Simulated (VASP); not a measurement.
# Na (P6_3/mmc) in VASP: further runs

The runs below take Na through relaxation of cell and atoms, single point, with PBE, r2SCAN.

Everything below comes from runs of VASP 6.6.1. Logs are shortened: lines on timing, memory, paths and dates and some standing lists are left out, and cuts for length are marked.

## 1. The crystal as given

The structure is hexagonal, space group P6_3/mmc (No. 194). The conventional cell has a = 3.768 Å, b = 3.768 Å, c = 6.155 Å, α = 90.00°, β = 90.00°, γ = 120.00°. Na (site symmetry -6m2) has 12 Na at 3.77 Å as nearest neighbours.

The cell was built by a generator and needn't be a form met in nature.

## 2. Relaxation of cell and atoms, PBE

The input, INCAR:

```
SYSTEM = Na
ALGO = Fast ; EDIFF = 1E-6
EDIFFG = -0.03 ; ENCUT = 600
GGA = PE ; IBRION = 2
ISIF = 3 ; ISMEAR = 0
LASPH = .True. ; LCHARG = .False.
LREAL = .False. ; LWAVE = .False.
NELM = 100 ; NSW = 80
PREC = Accurate ; SIGMA = 0.05
```

The input, KPOINTS:

```
k-points
0
Gamma
  6 6 4
  0 0 0
```

The input, POSCAR:

```
Na
1.0
    3.7682404875      0.0000000000      0.0000000000
   -1.8841202437      3.2633919897      0.0000000000
    0.0000000000      0.0000000000      6.1547927962
Na
2
Direct
    0.3333333333      0.6666666667      0.7500000000
    0.6666666667      0.3333333333      0.2500000000
```

Potentials or basis: VASP PAW PBE potentials, release 64 (Na_pv).

The run is started by

```sh
$ cat potpaw_PBE.64/Na_pv/POTCAR > POTCAR
$ mpirun -np 1 vasp_std > vasp.out
```

OUTCAR:

```text
SYSTEM = Na
   EDIFF = 1E-6
   EDIFFG = -0.03
   ENCUT = 600
   GGA = PE
   IBRION = 2
   ISIF = 3
   ISMEAR = 0
   LASPH = .True.
   LREAL = .False.
   NELM = 100
   NSW = 80
   PREC = Accurate

 ion  position               nearest neighbor table
   1  0.333  0.667  0.750-
   2  0.667  0.333  0.250-

  LATTYP: Found a hexagonal cell.
 ALAT       =     3.7682404875
 C/A-ratio  =     1.6333333333

  Lattice vectors:

 A1 = (   3.7682404875,   0.0000000000,   0.0000000000)
 A2 = (  -1.8841202437,   3.2633919897,   0.0000000000)
 A3 = (   0.0000000000,   0.0000000000,   6.1547927962)

Analysis of symmetry for initial positions (statically):
=====================================================================
 Subroutine PRICEL returns:
 Original cell was already a primitive cell.

 Routine SETGRP: Setting up the symmetry group for a
 hexagonal supercell.

 Subroutine GETGRP returns: Found 24 space group operations
 (whereof 12 operations were pure point group operations)
 out of a pool of 24 trial point group operations.

The static configuration has the point symmetry D_3d.
 The point group associated with its full space group is D_6h.

Analysis of symmetry for dynamics (positions and initial velocities):
=====================================================================
 Subroutine PRICEL returns:
 Original cell was already a primitive cell.

 Routine SETGRP: Setting up the symmetry group for a
 hexagonal supercell.

 Subroutine GETGRP returns: Found 24 space group operations
 (whereof 12 operations were pure point group operations)
 out of a pool of 24 trial point group operations.

The dynamic configuration has the point symmetry D_3d.
 The point group associated with its full space group is D_6h.

 Subroutine INISYM returns: Found 24 space group operations
 (whereof 12 operations are pure point group operations),
 and found     1 'primitive' translations

----------------------------------------------------------------------------------------

                                     Primitive cell

  volume of cell :      75.6870

  direct lattice vectors                    reciprocal lattice vectors
     3.768240487  0.000000000  0.000000000     0.265375844  0.153214815  0.000000000
    -1.884120244  3.263391990  0.000000000     0.000000000  0.306429630  0.000000000
     0.000000000  0.000000000  6.154792796     0.000000000  0.000000000  0.162475007

  length of vectors
     3.768240487  3.768240487  6.154792796     0.306429630  0.306429630  0.162475007

  position of ions in fractional coordinates (direct lattice)
     0.333333333  0.666666667  0.750000000
     0.666666667  0.333333333  0.250000000

  ion indices of the primitive-cell ions
   primitive index   ion index
                 1           1
                 2           2

----------------------------------------------------------------------------------------

 KPOINTS: k-points

Automatic generation of k-mesh.
 Grid dimensions read from file:
 generate k-points for:    6    6    4

 Generating k-lattice:

  Cartesian coordinates                     Fractional coordinates (reciprocal lattice)
     0.044229307  0.025535803  0.000000000     0.166666667  0.000000000  0.000000000
     0.000000000  0.051071605  0.000000000     0.000000000  0.166666667  0.000000000
     0.000000000  0.000000000  0.040618752     0.000000000  0.000000000  0.250000000

  Length of vectors
     0.051071605  0.051071605  0.040618752

  Shift w.r.t. Gamma in fractional coordinates (k-lattice)
     0.000000000  0.000000000  0.000000000

 Subroutine IBZKPT returns following result:
 ===========================================

 Found     21 irreducible k-points:

 Following reciprocal coordinates:
            Coordinates               Weight
  0.000000  0.000000  0.000000      1.000000
  0.166667  0.000000  0.000000      6.000000
  0.333333  0.000000  0.000000      6.000000
  0.500000  0.000000  0.000000      3.000000
  0.166667  0.166667  0.000000      6.000000
  0.333333  0.166667  0.000000     12.000000
[... 13 lines left out ...]
  0.333333  0.166667  0.500000     12.000000
  0.333333  0.333333  0.500000      2.000000
   k-points           NKPTS =     21   k-points in BZ     NKDIM =     21   number of bands    NBANDS=     11
   number of dos      NEDOS =    301   number of ions     NIONS =      2
   total plane-waves  NPLWV =  45000
   dimension x,y,z NGX =    30 NGY =   30 NGZ =   50
   dimension x,y,z NGXF=    60 NGYF=   60 NGZF=  100
   ions per type =               2
   NGX,Y,Z   is equivalent  to a cutoff of  13.24, 13.24, 13.51 a.u.
   NGXF,Y,Z  is equivalent  to a cutoff of  26.47, 26.47, 27.01 a.u.
 SYSTEM =  Na
   PREC   = accura    normal or accurate (medium, high low for compatibility)
   ISTART =      0    job   : 0-new  1-cont  2-samecut
   ICHARG =      2    charge: 1-file 2-atom 10-const
   ISPIN  =      1    spin polarized calculation?
   LNONCOLLINEAR =      F non collinear calculations
   LSORBIT =      F    spin-orbit coupling
   LASPH  =      T    aspherical Exc in radial PAW
   ENCUT  =  600.0 eV  44.10 Ry    6.64 a.u.   7.53  7.53 12.29*2*pi/ulx,y,z
   NELM   =    100;   NELMIN=  2; NELMDL= -5     # of ELM steps
   EDIFF  = 0.1E-05   stopping-criterion for ELM
   LREAL  =      F    real-space projection
   EDIFFG = -.3E-01   stopping-criterion for IOM
   NSW    =     80    number of steps for IOM
   IBRION =      2    ionic relax: 0-MD 1-quasi-New 2-CG
   NFREE  =      1    steps in history (QN), initial steepest desc. (CG)
   ISIF   =      3    stress and relaxation
   ISYM   =      2    0-nonsym 1-usesym 2-fastsym
   POTIM  = 0.5000    time-step for ionic-motion
   TEBEG  =    0.0;   TEEND  =   0.0 temperature during run
   PSTRESS=    0.0 pullay stress
   NELECT =      14.0000    total number of electrons
   NUPDOWN=      -1.0000    fix difference up-down
   EMIN   =  10.00;   EMAX   =-10.00  energy-range for DOS
   EFERMI =   0.00;   METHOD = LEGACY
   ISMEAR =     0;   SIGMA  =   0.05  broadening in eV -4-tet -1-fermi 0-gaus
   EFERMI_NEDOS =   21; number of points for ismear=-14 and -15
   IALGO  =     68    algorithm
   IMIX   =      4    mixing-type and parameters
     AMIX     =   0.40;   BMIX     =  1.00
     AMIX_MAG =   1.60;   BMIX_MAG =  1.00
  volume/ion in A,a.u.               =      37.84       255.38
  Fermi-wavevector in a.u.,A,eV,Ry     =   0.932775  1.762690 11.838020  0.870070
  Thomas-Fermi vector in A             =   2.059408
   LORBIT       =      0    0 simple, 1 ext, 2 COOP (PROOUT), +10 PAW based schemes
   GGA     = PE    functional components
   LHFCALC =     F    Hartree Fock is set to
   AEXX    =    0.0000 exact exchange contribution
   IVDW    =     0    specifies the selected vdW correction
   LEPSILON=     F    determine dielectric tensor
   LRPA    =     F    only Hartree local field effects (RPA)
 conjugate gradient relaxation of ions
 non-spin polarized calculation
 RMM-DIIS sequential band-by-band and
 Gauss-broadening in eV      SIGMA  =   0.05
  energy-cutoff  :      600.00
  volume of cell :       75.69
 maximum number of plane-waves:      2557
   NGX = 15   NGY = 15   NGZ = 25

--------------------------------------- Ionic step        1  -------------------------------------------

 number of electron      13.9999999 magnetization

 Free energy of the ion-electron system (eV)
  ---------------------------------------------------
  ext. energy  EPLUGINS =         0.00000000
  ---------------------------------------------------
  free energy    TOTEN  =        -2.62902575 eV

  energy without entropy =       -2.62797599  energy(sigma->0) =       -2.62850087

------------------------ aborting loop because EDIFF is reached ----------------------------------------

  FORCE on cell =-STRESS in cart. coord.  units (eV):
  Direction    XX          YY          ZZ          XY          YZ          ZX
  --------------------------------------------------------------------------------------
  -------------------------------------------------------------------------------------
  Total        0.0265626      0.0265626     -0.3338736      0.0000000      0.0000000      0.0000000
  in kB        0.5622900      0.5622900     -7.0675898      0.0000000      0.0000000      0.0000000
  external PRESSURE =      -1.9810032 kB  Pullay stress =       0.0000000 kB

 VOLUME and BASIS-vectors are now :
 -----------------------------------------------------------------------------
  energy-cutoff  :      600.00
  volume of cell :       75.69
      direct lattice vectors                 reciprocal lattice vectors
     3.768240487  0.000000000  0.000000000     0.265375844  0.153214815  0.000000000
    -1.884120244  3.263391990  0.000000000     0.000000000  0.306429630  0.000000000
     0.000000000  0.000000000  6.154792796     0.000000000  0.000000000  0.162475007
[... 109 lines left out ...]
 POSITION                                       TOTAL-FORCE (eV/Angst)
 -----------------------------------------------------------------------------------
     -0.00000      2.18301      4.41823        -0.000000     -0.000000      0.000000
      1.89055      1.09151      1.47274         0.000000      0.000000      0.000000
 -----------------------------------------------------------------------------------
    total drift:                               -0.000000      0.000000     -0.000000

  FREE ENERGIE OF THE ION-ELECTRON SYSTEM (eV)
  ---------------------------------------------------
  free  energy   TOTEN  =        -2.6336281320 eV

  energy  without entropy=       -2.6325783655  energy(sigma->0) =       -2.63310325

--------------------------------------- Ionic step        5  -------------------------------------------

 number of electron      13.9999998 magnetization

 Free energy of the ion-electron system (eV)
  ---------------------------------------------------
  ext. energy  EPLUGINS =         0.00000000
  ---------------------------------------------------
  free energy    TOTEN  =        -2.63431225 eV

  energy without entropy =       -2.63326249  energy(sigma->0) =       -2.63378737

 E-fermi :   0.1295     XC(G=0):  -6.5200

 val. band max:        0.0682658757   @ k =   0.3333   0.1667   0.2500
 cond. band min:       0.5197714109   @ k =   0.5000   0.0000   0.0000
 fundamental gap:      0.4515055353
 Fermi energy:         0.1294894575

 k-point     1 :       0.0000    0.0000    0.0000
  band No.  band energies     occupation
      1     -24.5828      2.00000
      2     -24.5486      2.00000
      3     -24.5486      2.00000
      4     -24.5436      2.00000
      5     -24.5425      2.00000
      6     -24.5425      2.00000
      7      -2.9447      2.00000
      8       1.0707      0.00000
      9       1.5309      0.00000
     10      10.0807      0.00000
     11      10.0807      0.00000

 k-point     2 :       0.1667    0.0000    0.0000
  band No.  band energies     occupation
      1     -24.5796      2.00000
      2     -24.5546      2.00000
      3     -24.5506      2.00000
      4     -24.5487      2.00000
      5     -24.5451      2.00000
      6     -24.5435      2.00000
      7      -2.5421      2.00000
      8       1.4275      0.00000
      9       1.9164      0.00000
     10       6.5997      0.00000
     11       8.5910      0.00000
[... 286 lines left out ...]
 POSITION                                       TOTAL-FORCE (eV/Angst)
 -----------------------------------------------------------------------------------
     -0.00000      2.18121      4.46630         0.000000     -0.000000      0.000000
      1.88898      1.09061      1.48877        -0.000000      0.000000      0.000000
 -----------------------------------------------------------------------------------
    total drift:                               -0.000000      0.000000     -0.000000

  FREE ENERGIE OF THE ION-ELECTRON SYSTEM (eV)
  ---------------------------------------------------
  free  energy   TOTEN  =        -2.6343122542 eV

  energy  without entropy=       -2.6332624877  energy(sigma->0) =       -2.63378737

 reached required accuracy - stopping structural energy minimisation
```

Run time: 74 s. Hardware: 1 thread of Intel Xeon Platinum 8559C (Emerald Rapids), shared host; peak memory 0.19 GiB.

What came out:

| Property | Result |
| --- | --- |
| Free energy | -2.6343 eV |
| Relaxed volume | 36.80 Å³/atom |
| Relaxed cell | a = 3.778 Å, b = 3.778 Å, c = 5.955 Å, α = 90.00°, β = 90.00°, γ = 120.00° |
| Space group after relaxing (to 0.05 Å) | P6_3/mmc (No. 194) |
| Energy gained by relaxing | 2.6 meV/atom |
| Ionic steps | 5 |
| Pressure after relaxing | 0.1 GPa |
| Band gap on the k mesh | none (metal or under the smearing width) |

Step by step:
| step | energy change (eV) | largest force (eV/Å) | pressure (GPa) | volume (Å³) |
| --- | --- | --- | --- | --- |
| 1 | 0.0000 | 0.0000 | -0.20 | 75.69 |
| 2 | -0.0023 | 0.0000 | -0.10 | 75.17 |
| 3 | -0.0045 | 0.0000 | -0.06 | 74.43 |
| 4 | -0.0046 | 0.0000 | 0.08 | 72.94 |
| 5 | -0.0053 | 0.0000 | 0.06 | 73.61 |

Final structure:
```
CELL_PARAMETERS angstrom
3.77797 0.00000 0.00000
-1.88898 3.27182 0.00000
0.00000 0.00000 5.95506
ATOMIC_POSITIONS crystal
Na 0.33333 0.66667 0.75000
Na 0.66667 0.33333 0.25000
```

## 3. Single point, r2SCAN

This run uses another cell than the first one, of 37.20 Å³/atom, 0.983 times its volume.

The input, POSCAR:

```
Na
1.0
    3.7485809698      0.0000000000      0.0000000000
   -1.8742904849      3.2463663480      0.0000000000
    0.0000000000      0.0000000000      6.1131031180
Na
2
Direct
    0.3333333333      0.6666666667      0.7500000000
    0.6666666667      0.3333333333      0.2500000000
```

The input, INCAR.step1:

```
SYSTEM = Na
PREC = Accurate
ENCUT = 520
ISMEAR = 0
SIGMA = 0.05
LREAL = .False.
LASPH = .True.
NELM = 100
NBANDS = 14
GGA = PE
ALGO = Normal
EDIFF = 1E-4
LWAVE = .True.
LCHARG = .False.
```

The input, INCAR.step2:

```
SYSTEM = Na
PREC = Accurate
ENCUT = 520
EDIFF = 1E-6
ISMEAR = 0
SIGMA = 0.05
LREAL = .False.
LASPH = .True.
NELM = 100
ALGO = Normal
ISIF = 2
LWAVE = .False.
LCHARG = .False.
METAGGA = R2SCAN
LMIXTAU = .True.
NBANDS = 14
ISTART = 1
```

The input, KPOINTS:

```
regular mesh
0
Gamma
  12 12 8
  0 0 0
```

Potentials or basis: VASP PAW PBE potentials, release 64 (Na_pv).

The run is started by

```sh
$ cat potpaw_PBE.64/Na_pv/POTCAR > POTCAR
$ cp INCAR.step1 INCAR
$ mpirun -np 1 vasp_std > vasp.out
$ cp INCAR.step2 INCAR
$ mpirun -np 1 vasp_std > vasp.out
```

OUTCAR:

```text
SYSTEM = Na
   PREC = Accurate
   ENCUT = 520
   EDIFF = 1E-6
   ISMEAR = 0
   LREAL = .False.
   LASPH = .True.
   NELM = 100
   ISIF = 2
   METAGGA = R2SCAN
   ISTART = 1

 ion  position               nearest neighbor table
   1  0.333  0.667  0.750-
   2  0.667  0.333  0.250-

  LATTYP: Found a hexagonal cell.
 ALAT       =     3.7485809698
 C/A-ratio  =     1.6307779310

  Lattice vectors:

 A1 = (   3.7485809698,   0.0000000000,   0.0000000000)
[... 588 lines left out ...]
      8       1.7340      0.00000
      9       3.3548      0.00000
     10       4.3439      0.00000
     11       6.5212      0.00000
     12       8.0758      0.00000
     13       8.4861      0.00000
     14      10.3070      0.00000

 [... further k-points ...]
[... 5 lines left out ...]
  --------------------------------------------------------------------------------------
  -------------------------------------------------------------------------------------
  Total        0.0583066      0.0583066      0.0363734      0.0000000     -0.0000000      0.0000000
  in kB        1.2557470      1.2557470      0.7833726      0.0000000     -0.0000000      0.0000000
  external PRESSURE =       1.0982889 kB  Pullay stress =       0.0000000 kB

 VOLUME and BASIS-vectors are now :
 -----------------------------------------------------------------------------
  energy-cutoff  :      520.00
  volume of cell :       74.39
      direct lattice vectors                 reciprocal lattice vectors
     3.748580970  0.000000000  0.000000000     0.266767614  0.154018354  0.000000000
    -1.874290485  3.246366348  0.000000000     0.000000000  0.308036707  0.000000000
     0.000000000  0.000000000  6.113103118     0.000000000  0.000000000  0.163583041

 POSITION                                       TOTAL-FORCE (eV/Angst)
 -----------------------------------------------------------------------------------
     -0.00000      2.16424      4.58483         0.000000     -0.000000      0.000000
      1.87429      1.08212      1.52828        -0.000000      0.000000      0.000000
 -----------------------------------------------------------------------------------
    total drift:                                0.000000     -0.000000      0.000000

  FREE ENERGIE OF THE ION-ELECTRON SYSTEM (eV)
  ---------------------------------------------------
  free  energy   TOTEN  =        -7.1114835090 eV

  energy  without entropy=       -7.1110320768  energy(sigma->0) =       -7.11125779
```

OUTCAR.step1:

```text
SYSTEM = Na
   PREC = Accurate
   ENCUT = 520
   ISMEAR = 0
   LREAL = .False.
   LASPH = .True.
[... 634 lines left out ...]
     -0.00000      2.16424      4.58483         0.000000     -0.000000      0.000000
      1.87429      1.08212      1.52828        -0.000000      0.000000      0.000000
 -----------------------------------------------------------------------------------
    total drift:                                0.000000     -0.000000      0.000000

  FREE ENERGIE OF THE ION-ELECTRON SYSTEM (eV)
  ---------------------------------------------------
  free  energy   TOTEN  =        -2.6279526969 eV

  energy  without entropy=       -2.6274747908  energy(sigma->0) =       -2.62771374
```

OSZICAR.step1:

```text
N       E                     dE             d eps       ncg     rms          rms(c)
DAV:   1     0.100133617767E+03    0.10013E+03   -0.76897E+03  2666   0.963E+02
DAV:   2     0.132444996142E+01   -0.98809E+02   -0.97695E+02  2786   0.275E+02
DAV:   3    -0.257458794627E+01   -0.38990E+01   -0.38961E+01  3392   0.627E+01
DAV:   4    -0.262814048527E+01   -0.53553E-01   -0.53551E-01  3056   0.792E+00
DAV:   5    -0.262935234190E+01   -0.12119E-02   -0.12118E-02  3314   0.121E+00    0.285E-01
DAV:   6    -0.262855667213E+01    0.79567E-03   -0.10204E-03  3236   0.395E-01    0.191E-01
DAV:   7    -0.262797028506E+01    0.58639E-03   -0.17768E-03  3698   0.455E-01    0.227E-02
DAV:   8    -0.262795269692E+01    0.17588E-04   -0.11788E-04  1726   0.190E-01
   1 F= -.26279527E+01 E0= -.26277137E+01  d E =-.477906E-03
```

Run time: 4.1 min. Hardware: 1 thread of Intel Xeon Platinum 8559C (Emerald Rapids), shared host; peak memory 0.22 GiB.

Results:

```
Free energy            : -7.1115 eV
Pressure               : 0.1 GPa
Band gap on the k mesh : none (metal or under the smearing width)
```

Caveat: the PAW data sets were made with another functional, which shifts forces and pressure a little.
